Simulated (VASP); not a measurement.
# SnSe2 (P-3m1) in VASP: notebook

One crystal, SnSe2, is run at these levels: r2SCAN; tasks: relaxation of cell and atoms, single point.

Everything below comes from runs of VASP 6.6.1. Logs are shortened: lines on timing, memory, paths and dates and some standing lists are left out, and cuts for length are marked.

**1. Starting point**

It takes space group P-3m1 (No. 164, trigonal). The conventional cell has a = 3.864 Å, b = 3.864 Å, c = 6.222 Å, α = 90.00°, β = 90.00°, γ = 120.00°. Sn (site symmetry -3m) is surrounded by 6 Se at 2.72 Å. Around Se (site symmetry 3m) lie 3 Sn at 2.72 Å.

**2. Relaxation of cell and atoms, r2SCAN**

POSCAR reads:

```
SnSe2
1.0
    3.8643883000      0.0000000000      0.0000000000
   -1.9321941500      3.3466555800      0.0000000000
    0.0000000000      0.0000000000      6.2219592200
Sn Se
1 2
Direct
    0.0000000000      0.0000000000      0.0000000000
    0.3333000000      0.6667000000      0.2490000000
    0.6667000000      0.3333000000      0.7510000000
```

INCAR.step1 reads:

```
PREC = Accurate
ENCUT = 600
ISMEAR = 0
SIGMA = 0.1491
LREAL = False
LASPH = True
NELM = 100
GGA = PE
ALGO = Normal
EDIFF = 1E-4
LWAVE = True
LCHARG = False
```

INCAR.step2 reads:

```
PREC = Accurate
ENCUT = 600
EDIFF = 1E-6
ISMEAR = 0
SIGMA = 0.1491
LREAL = False
LASPH = True
NELM = 100
ALGO = Normal
ISIF = 3
LWAVE = False
LCHARG = False
METAGGA = R2SCAN
LMIXTAU = True
IBRION = 2
NSW = 60
EDIFFG = -0.01
ISTART = 1
```

KPOINTS reads:

```
Automatic mesh
0
Gamma
  5 5 3
```

Potentials or basis: VASP PAW PBE potentials, release 64 (Sn_d, Se).

Run with:

```
$ cat potpaw_PBE.64/Sn_d/POTCAR potpaw_PBE.64/Se/POTCAR > POTCAR
$ cp INCAR.step1 INCAR
$ mpirun -np 1 vasp_std > vasp.out
$ cp INCAR.step2 INCAR
$ mpirun -np 1 vasp_std > vasp.out
```

OUTCAR:

```text
PREC = Accurate
   ENCUT = 600
   EDIFF = 1E-6
   ISMEAR = 0
   LREAL = False
   LASPH = True
   NELM = 100
   ISIF = 3
   METAGGA = R2SCAN
   IBRION = 2
   NSW = 60
   EDIFFG = -0.01
   ISTART = 1

 ion  position               nearest neighbor table
   1  0.000  0.000  0.000-   2 2.72   3 2.72   2 2.72   3 2.72   3 2.72   2 2.72
   2  0.333  0.667  0.249-   1 2.72   1 2.72   1 2.72
   3  0.667  0.333  0.751-   1 2.72   1 2.72   1 2.72

  LATTYP: Found a hexagonal cell.
 ALAT       =     3.8643883000
 C/A-ratio  =     1.6100760941

  Lattice vectors:

 A1 = (   3.8643883000,   0.0000000000,   0.0000000000)
 A2 = (  -1.9321941500,   3.3466555800,   0.0000000000)
 A3 = (   0.0000000000,   0.0000000000,   6.2219592200)

Analysis of symmetry for initial positions (statically):
=====================================================================
 Subroutine PRICEL returns:
 Original cell was already a primitive cell.

 Routine SETGRP: Setting up the symmetry group for a
 hexagonal supercell.

 Subroutine GETGRP returns: Found  4 space group operations
 (whereof  4 operations were pure point group operations)
 out of a pool of 24 trial point group operations.

The static configuration has the point symmetry C_2h.

Analysis of symmetry for dynamics (positions and initial velocities):
=====================================================================
 Subroutine PRICEL returns:
 Original cell was already a primitive cell.

 Routine SETGRP: Setting up the symmetry group for a
 hexagonal supercell.

 Subroutine GETGRP returns: Found  4 space group operations
 (whereof  4 operations were pure point group operations)
 out of a pool of 24 trial point group operations.

The dynamic configuration has the point symmetry C_2h.

 Subroutine INISYM returns: Found  4 space group operations
 (whereof  4 operations are pure point group operations),
 and found     1 'primitive' translations

----------------------------------------------------------------------------------------

                                     Primitive cell

  volume of cell :      80.4672

  direct lattice vectors                    reciprocal lattice vectors
     3.864388300  0.000000000  0.000000000     0.258773167  0.149402885  0.000000000
    -1.932194150  3.346655580  0.000000000     0.000000000  0.298805771  0.000000000
     0.000000000  0.000000000  6.221959220     0.000000000  0.000000000  0.160721079

  length of vectors
     3.864388300  3.864385825  6.221959220     0.298805579  0.298805771  0.160721079

  position of ions in fractional coordinates (direct lattice)
     0.000000000  0.000000000  0.000000000
     0.333300000  0.666700000  0.249000000
     0.666700000  0.333300000  0.751000000

  ion indices of the primitive-cell ions
   primitive index   ion index
                 1           1
                 2           2
                 3           3

----------------------------------------------------------------------------------------

 KPOINTS: Automatic mesh

Automatic generation of k-mesh.
 Grid dimensions read from file:
 generate k-points for:    5    5    3

 Generating k-lattice:

  Cartesian coordinates                     Fractional coordinates (reciprocal lattice)
     0.051754633  0.029880577  0.000000000     0.200000000  0.000000000  0.000000000
     0.000000000  0.059761154  0.000000000     0.000000000  0.200000000  0.000000000
     0.000000000  0.000000000  0.053573693     0.000000000  0.000000000  0.333333333

  Length of vectors
     0.059761116  0.059761154  0.053573693

  Shift w.r.t. Gamma in fractional coordinates (k-lattice)
     0.000000000  0.000000000  0.000000000

 Subroutine IBZKPT returns following result:
 ===========================================

 Found     24 irreducible k-points:

 Following reciprocal coordinates:
            Coordinates               Weight
  0.000000  0.000000  0.000000      1.000000
  0.200000 -0.000000  0.000000      4.000000
 -0.200000  0.200000  0.000000      2.000000
  0.400000 -0.000000  0.000000      4.000000
 -0.400000  0.400000  0.000000      2.000000
  0.200000  0.200000  0.000000      2.000000
[... 16 lines left out ...]
  0.400000  0.400000  0.333333      4.000000
 -0.400000 -0.200000  0.333333      4.000000
   k-points           NKPTS =     24   k-points in BZ     NKDIM =     24   number of bands    NBANDS=     17
   number of dos      NEDOS =    301   number of ions     NIONS =      3
   total plane-waves  NPLWV =  51200
   dimension x,y,z NGX =    32 NGY =   32 NGZ =   50
   dimension x,y,z NGXF=    64 NGYF=   64 NGZF=  100
   ions per type =               1   2
   NGX,Y,Z   is equivalent  to a cutoff of  13.77, 13.77, 13.36 a.u.
   NGXF,Y,Z  is equivalent  to a cutoff of  27.53, 27.53, 26.72 a.u.
 SYSTEM =  unknown system
   PREC   = accura    normal or accurate (medium, high low for compatibility)
   ISTART =      1    job   : 0-new  1-cont  2-samecut
   ICHARG =      0    charge: 1-file 2-atom 10-const
   ISPIN  =      1    spin polarized calculation?
   LNONCOLLINEAR =      F non collinear calculations
   LSORBIT =      F    spin-orbit coupling
   LASPH  =      T    aspherical Exc in radial PAW
   ENCUT  =  600.0 eV  44.10 Ry    6.64 a.u.   7.72  7.72 12.43*2*pi/ulx,y,z
   NELM   =    100;   NELMIN=  2; NELMDL=  0     # of ELM steps
   EDIFF  = 0.1E-05   stopping-criterion for ELM
   LREAL  =      F    real-space projection
   EDIFFG = -.1E-01   stopping-criterion for IOM
   NSW    =     60    number of steps for IOM
   IBRION =      2    ionic relax: 0-MD 1-quasi-New 2-CG
   NFREE  =      1    steps in history (QN), initial steepest desc. (CG)
   ISIF   =      3    stress and relaxation
   ISYM   =      2    0-nonsym 1-usesym 2-fastsym
   POTIM  = 0.5000    time-step for ionic-motion
   TEBEG  =    0.0;   TEEND  =   0.0 temperature during run
   PSTRESS=    0.0 pullay stress
   NELECT =      26.0000    total number of electrons
   NUPDOWN=      -1.0000    fix difference up-down
   EMIN   =  10.00;   EMAX   =-10.00  energy-range for DOS
   EFERMI =   0.00;   METHOD = LEGACY
   ISMEAR =     0;   SIGMA  =   0.15  broadening in eV -4-tet -1-fermi 0-gaus
   EFERMI_NEDOS =   21; number of points for ismear=-14 and -15
   IALGO  =     38    algorithm
   IMIX   =      4    mixing-type and parameters
     AMIX     =   0.40;   BMIX     =  1.00
     AMIX_MAG =   1.60;   BMIX_MAG =  1.00
  volume/ion in A,a.u.               =      26.82       181.01
  Fermi-wavevector in a.u.,A,eV,Ry     =   1.123379  2.122878 17.170285  1.261980
  Thomas-Fermi vector in A             =   2.260045
   LORBIT       =      0    0 simple, 1 ext, 2 COOP (PROOUT), +10 PAW based schemes
   METAGGA = R2SCAN    functional components
   LHFCALC =     F    Hartree Fock is set to
   AEXX    =    0.0000 exact exchange contribution
   IVDW    =     0    specifies the selected vdW correction
   LEPSILON=     F    determine dielectric tensor
   LRPA    =     F    only Hartree local field effects (RPA)
 conjugate gradient relaxation of ions
 non-spin polarized calculation
 Gauss-broadening in eV      SIGMA  =   0.15
  energy-cutoff  :      600.00
  volume of cell :       80.47
 maximum number of plane-waves:      2719
   NGX = 15   NGY = 15   NGZ = 25

--------------------------------------- Ionic step        1  -------------------------------------------

 number of electron      25.9999997 magnetization

 Free energy of the ion-electron system (eV)
  ---------------------------------------------------
  ext. energy  EPLUGINS =         0.00000000
  ---------------------------------------------------
  free energy    TOTEN  =       -54.60117147 eV

  energy without entropy =      -54.60117144  energy(sigma->0) =      -54.60117146

------------------------ aborting loop because EDIFF is reached ----------------------------------------

  FORCE on cell =-STRESS in cart. coord.  units (eV):
  Direction    XX          YY          ZZ          XY          YZ          ZX
  --------------------------------------------------------------------------------------
  -------------------------------------------------------------------------------------
  Total        0.0710540      0.0708475      0.7561333     -0.0001787     -0.0012150      0.0021045
  in kB        1.4147509      1.4106390     15.0553198     -0.0035589     -0.0241914      0.0419019
  external PRESSURE =       5.9602366 kB  Pullay stress =       0.0000000 kB
[... 92 lines left out ...]
  FREE ENERGIE OF THE ION-ELECTRON SYSTEM (eV)
  ---------------------------------------------------
  free  energy   TOTEN  =       -54.6051429844 eV

  energy  without entropy=      -54.6051429547  energy(sigma->0) =      -54.60514297

[... ionic steps 4 to 11 ...]

--------------------------------------- Ionic step       12  -------------------------------------------

 number of electron      25.9999990 magnetization

------------------------ aborting loop because EDIFF is reached ----------------------------------------

  FORCE on cell =-STRESS in cart. coord.  units (eV):
  Direction    XX          YY          ZZ          XY          YZ          ZX
  --------------------------------------------------------------------------------------
  -------------------------------------------------------------------------------------
  Total       -0.0757660     -0.0762936      0.0443590     -0.0004571     -0.0004151      0.0007190
  in kB       -1.4513063     -1.4614134      0.8497027     -0.0087552     -0.0079519      0.0137723
  external PRESSURE =      -0.6876723 kB  Pullay stress =       0.0000000 kB
[... 59 lines left out ...]
  energy  without entropy=      -54.6125577884  energy(sigma->0) =      -54.61255779

--------------------------------------- Ionic step       14  -------------------------------------------

 number of electron      25.9999991 magnetization

 Free energy of the ion-electron system (eV)
  ---------------------------------------------------
  ext. energy  EPLUGINS =         0.00000000
  ---------------------------------------------------
  free energy    TOTEN  =       -54.61263094 eV

  energy without entropy =      -54.61263094  energy(sigma->0) =      -54.61263094

 E-fermi :   3.5416     XC(G=0):  -9.5676

 val. band max:        2.9652919384   @ k =  -0.2000   0.2000   0.0000
 cond. band min:       4.1170872882   @ k =   0.0000   0.4000   0.3333
 fundamental gap:      1.1517953498
 Fermi energy:         3.5415735905

 k-point     1 :       0.0000    0.0000    0.0000
  band No.  band energies     occupation
      1     -18.8134      2.00000
      2     -18.8134      2.00000
      3     -18.7619      2.00000
      4     -18.7534      2.00000
      5     -18.7534      2.00000
      6     -11.0652      2.00000
[... 9 lines left out ...]
     16       8.0379      0.00000
     17       8.0381      0.00000
[... 488 lines left out ...]
  FREE ENERGIE OF THE ION-ELECTRON SYSTEM (eV)
  ---------------------------------------------------
  free  energy   TOTEN  =       -54.6126309422 eV

  energy  without entropy=      -54.6126309377  energy(sigma->0) =      -54.61263094

 reached required accuracy - stopping structural energy minimisation
```

Wall time 14 min (1 thread of Intel Xeon Platinum 8488C (Sapphire Rapids), shared host); peak memory 0.26 GiB.

What came out:

| Quantity | Value |
| --- | --- |
| Free energy | -54.6126 eV |
| Relaxed volume | 27.87 Å³/atom |
| Relaxed cell | a = 3.849 Å, b = 3.849 Å, c = 6.517 Å, α = 90.00°, β = 90.00°, γ = 120.00° |
| Space group after relaxing (to 0.05 Å) | P-3m1 (No. 164) |
| Energy gained by relaxing | 3.8 meV/atom |
| Ionic steps | 14 |
| Pressure after relaxing | 0.0 GPa |
| Largest force after relaxing | 0.007 eV/Å |
| Band gap on the k mesh | 1.15 eV, indirect (least direct gap 1.52 eV) |

Forces on the atoms (eV/Å):
```
Sn   0.000  0.000  0.000
Se   0.000  0.000 -0.007
Se   0.000  0.000  0.007
```

The path:
```tsv
step	energy change (eV)	largest force (eV/Å)	pressure (GPa)	volume (Å³)
1	0.0000	0.1037	0.60	80.47
2	-0.0036	0.1328	-0.51	81.63
3	-0.0040	0.0788	-0.26	81.36
4	-0.0059	0.0856	-0.01	81.18
5	-0.0062	0.0889	0.13	81.07
6	-0.0073	0.0710	0.16	81.29
7	-0.0096	0.0155	0.21	81.94
8	-0.0104	0.0949	0.35	83.25
9	-0.0106	0.0660	0.31	82.90
10	-0.0112	0.0269	0.05	83.39
11	-0.0113	0.0050	-0.09	83.67
12	-0.0113	0.0074	-0.07	83.64
13	-0.0114	0.0027	-0.05	83.63
14	-0.0115	0.0070	-0.01	83.61
```

Final structure:
```
Sn Se
1.0
     3.84889   -0.00001    0.00010
    -1.92445    3.33323   -0.00010
     0.00015   -0.00008    6.51739
Sn Se
1 2
Direct
  0.00000 0.00000 0.00000
  0.33332 0.66668 0.24101
  0.66668 0.33332 0.75899
```

Caveat: the PAW data sets were made with another functional, which shifts forces and pressure a little; spin-orbit coupling is left out, which moves the levels of the heavy elements; an odd mesh through Γ misses points on the zone boundary, where band edges often lie. Zero-point motion and thermal expansion aren't in these numbers.

**3. Single point, r2SCAN**

This run uses another cell than the first one, of 27.80 Å³/atom, 1.036 times its volume.

POSCAR reads:

```
SnSe2
1.0
    3.8444981528      0.0000000000      0.0000000000
   -1.9222490764      3.3294330651      0.0000000000
    0.0000000000      0.0000000000      6.5146807645
Sn Se
1 2
Direct
    0.0000000000      0.0000000000      0.0000000000
    0.3333333333      0.6666666667      0.2413029249
    0.6666666667      0.3333333333      0.7586970751
```

Edit INCAR.step1 of step 2 so:

```diff
@@ -1,3 +1,3 @@
 PREC = Accurate
-ENCUT = 600
+ENCUT = 520
 ISMEAR = 0
@@ -7,2 +7,3 @@
 NELM = 100
+NBANDS = 20
 GGA = PE
```

INCAR.step2 reads:

```
PREC = Accurate
ENCUT = 520
EDIFF = 1E-7
ISMEAR = 0
SIGMA = 0.1491
LREAL = False
LASPH = True
NELM = 100
ALGO = Normal
ISIF = 2
LWAVE = False
LCHARG = False
METAGGA = R2SCAN
LMIXTAU = True
NBANDS = 20
ISTART = 1
```

KPOINTS reads:

```
Automatic mesh
0
Gamma
  6 6 4
```

Potentials or basis: VASP PAW PBE potentials, release 64 (Sn_d, Se).

Run with:

```
$ cat potpaw_PBE.64/Sn_d/POTCAR potpaw_PBE.64/Se/POTCAR > POTCAR
$ cp INCAR.step1 INCAR
$ mpirun -np 1 vasp_std > vasp.out
$ cp INCAR.step2 INCAR
$ mpirun -np 1 vasp_std > vasp.out
```

OUTCAR:

```text
PREC = Accurate
   ENCUT = 520
   EDIFF = 1E-7
   ISMEAR = 0
   LREAL = False
   LASPH = True
   NELM = 100
   ISIF = 2
   METAGGA = R2SCAN
   ISTART = 1

 ion  position               nearest neighbor table
   1  0.000  0.000  0.000-   2 2.72   3 2.72   2 2.72   3 2.72   3 2.72   2 2.72
   2  0.333  0.667  0.241-   1 2.72   1 2.72   1 2.72
   3  0.667  0.333  0.759-   1 2.72   1 2.72   1 2.72

  LATTYP: Found a hexagonal cell.
 ALAT       =     3.8444981528
 C/A-ratio  =     1.6945464676

  Lattice vectors:

 A1 = (   3.8444981528,   0.0000000000,   0.0000000000)
 A2 = (  -1.9222490764,   3.3294330651,   0.0000000000)
 A3 = (   0.0000000000,   0.0000000000,   6.5146807645)

Analysis of symmetry for initial positions (statically):
=====================================================================
 Subroutine PRICEL returns:
 Original cell was already a primitive cell.

 Routine SETGRP: Setting up the symmetry group for a
[... 165 lines left out ...]
  ext. energy  EPLUGINS =         0.00000000
  ---------------------------------------------------
  free energy    TOTEN  =       -54.63069671 eV

  energy without entropy =      -54.63069668  energy(sigma->0) =      -54.63069670

 E-fermi :   3.5393     XC(G=0):  -9.5841

 val. band max:        3.0015411565   @ k =   0.1667   0.0000   0.0000
 cond. band min:       4.0523315620   @ k =   0.5000  -0.0000   0.5000
 fundamental gap:      1.0507904055
 Fermi energy:         3.5393421677

 k-point     1 :       0.0000    0.0000    0.0000
  band No.  band energies     occupation
      1     -18.7860      2.00000
      2     -18.7860      2.00000
      3     -18.7328      2.00000
      4     -18.7249      2.00000
      5     -18.7249      2.00000
      6     -11.0566      2.00000
[... 541 lines left out ...]
     19      12.6293      0.00000
     20      12.7604      0.00000

------------------------ aborting loop because EDIFF is reached ----------------------------------------

  FORCE on cell =-STRESS in cart. coord.  units (eV):
  Direction    XX          YY          ZZ          XY          YZ          ZX
  --------------------------------------------------------------------------------------
  -------------------------------------------------------------------------------------
  Total        0.0074113      0.0074113      0.0213557     -0.0000000      0.0000000     -0.0000000
  in kB        0.1423972      0.1423972      0.4103186     -0.0000000      0.0000000     -0.0000000
  external PRESSURE =       0.2317043 kB  Pullay stress =       0.0000000 kB

 VOLUME and BASIS-vectors are now :
 -----------------------------------------------------------------------------
  energy-cutoff  :      520.00
  volume of cell :       83.39
      direct lattice vectors                 reciprocal lattice vectors
     3.844498153  0.000000000  0.000000000     0.260111973  0.150175718  0.000000000
    -1.922249076  3.329433065  0.000000000     0.000000000  0.300351435  0.000000000
     0.000000000  0.000000000  6.514680765     0.000000000  0.000000000  0.153499463

 POSITION                                       TOTAL-FORCE (eV/Angst)
 -----------------------------------------------------------------------------------
      0.00000      0.00000      0.00000        -0.000000      0.000000      0.000000
     -0.00000      2.21962      1.57201         0.000000     -0.000000      0.010310
      1.92225      1.10981      4.94267        -0.000000      0.000000     -0.010310
 -----------------------------------------------------------------------------------
    total drift:                                0.000000     -0.000000      0.000000

  FREE ENERGIE OF THE ION-ELECTRON SYSTEM (eV)
  ---------------------------------------------------
  free  energy   TOTEN  =       -54.6306967145 eV

  energy  without entropy=      -54.6306966845  energy(sigma->0) =      -54.63069670
```

Wall time 2.2 min (1 thread of Intel Xeon Platinum 8488C (Sapphire Rapids), shared host); peak memory 0.22 GiB.

Results:

```yaml
Free_energy: -54.6307 eV
Pressure: 0.0 GPa
Largest_force: 0.010 eV/Å
Band_gap_on_the_k_mesh: 1.05 eV, indirect (least direct gap 1.47 eV)
```

Forces in eV/Å, atoms in the order of the input:
```
Sn   0.000  0.000  0.000
Se   0.000  0.000  0.010
Se   0.000  0.000 -0.010
```

Caveat: the PAW data sets were made with another functional, which shifts forces and pressure a little; spin-orbit coupling is left out, which moves the levels of the heavy elements.
